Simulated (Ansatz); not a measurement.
# ZnO: the cost of one run

Method: DFT PBE, scalar-relativistic, plane waves, PAW, in Ansatz 0.2.0.

2 further runs of the same task are left out: 2 set aside as unsound or not needed.

### Step 1. The structure to begin with

It takes space group P6_3mc (No. 186, hexagonal). Conventional cell: a = 3.279 Å, b = 3.279 Å, c = 5.293 Å, α = 90.00°, β = 90.00°, γ = 120.00°. Zn (site symmetry 3m) has 4 O at 2.00 to 2.01 Å as nearest neighbours. O (site symmetry 3m) is surrounded by 4 Zn at 2.00 to 2.01 Å.

Structure file:

```xyz
4
Lattice="3.2794 0.0000 0.0000 -1.6397 2.8400 0.0000 0.0000 0.0000 5.2932" Properties=species:S:1:pos:R:3 pbc="T T T"
Zn    1.6397    0.9467    2.6498
Zn    0.0000    1.8934    0.0032
O     1.6397    0.9467    4.6564
O     0.0000    1.8934    2.0099
```

It goes back to an entry of the Materials Project.

This cell was relaxed beforehand with the same method: volume 12.32 Å³/atom, gap on the mesh 0.74 eV.

The host's static dielectric tensor, from an earlier linear-response run, has a mean of 10.90.

### Step 2. The perfect supercell

The input, input.yaml:

```yaml
crystal:
  lattice:
    - [0.0, 0.0, -5.2931776162]
    - [-3.2793875104, 5.6800657858, 0.0]
    - [6.5587750208, -1.0e-10, 0.0]
  atoms:
    - { symbol: Zn, position: [0.4993978061, 0.1666666667, 0.3333333333] }
    - { symbol: Zn, position: [0.4993978061, 0.6666666667, 0.3333333333] }
    - { symbol: Zn, position: [0.4993978061, 0.1666666667, 0.8333333333] }
    - { symbol: Zn, position: [0.4993978061, 0.6666666667, 0.8333333333] }
    - { symbol: Zn, position: [0.9993978061, 0.3333333333, 0.1666666667] }
    - { symbol: Zn, position: [0.9993978061, 0.8333333333, 0.1666666667] }
    - { symbol: Zn, position: [0.9993978061, 0.3333333333, 0.6666666667] }
    - { symbol: Zn, position: [0.9993978061, 0.8333333333, 0.6666666667] }
    - { symbol: O, position: [0.1202921939, 0.1666666667, 0.3333333333] }
    - { symbol: O, position: [0.1202921939, 0.6666666667, 0.3333333333] }
    - { symbol: O, position: [0.1202921939, 0.1666666667, 0.8333333333] }
    - { symbol: O, position: [0.1202921939, 0.6666666667, 0.8333333333] }
    - { symbol: O, position: [0.6202921939, 0.3333333333, 0.1666666667] }
    - { symbol: O, position: [0.6202921939, 0.8333333333, 0.1666666667] }
    - { symbol: O, position: [0.6202921939, 0.3333333333, 0.6666666667] }
    - { symbol: O, position: [0.6202921939, 0.8333333333, 0.6666666667] }
basis:
  ecutwfc: 420
  xc_grid: 2
kpoints:
  mp_grid: { grid: [1, 1, 1], shift: [0.0, 0.0, 0.0] }
hamiltonian:
  xc: pbe
scf:
  occupations: { method: gaussian, width: 0.01 }
output:
  forces: true
  stress: true
  eigenvalues: true
```

Started as:

```sh
> ansatz run input.yaml --threads 4 --pin off --max-ram 8192MiB --backend cpu --events-out ev --progress --plain --runs-dir out
```

Q: Estimate wall time and peak memory on 4 threads of Arm Neoverse V1, shared host.

About 1.2 s, with a peak of 0.35 GiB.
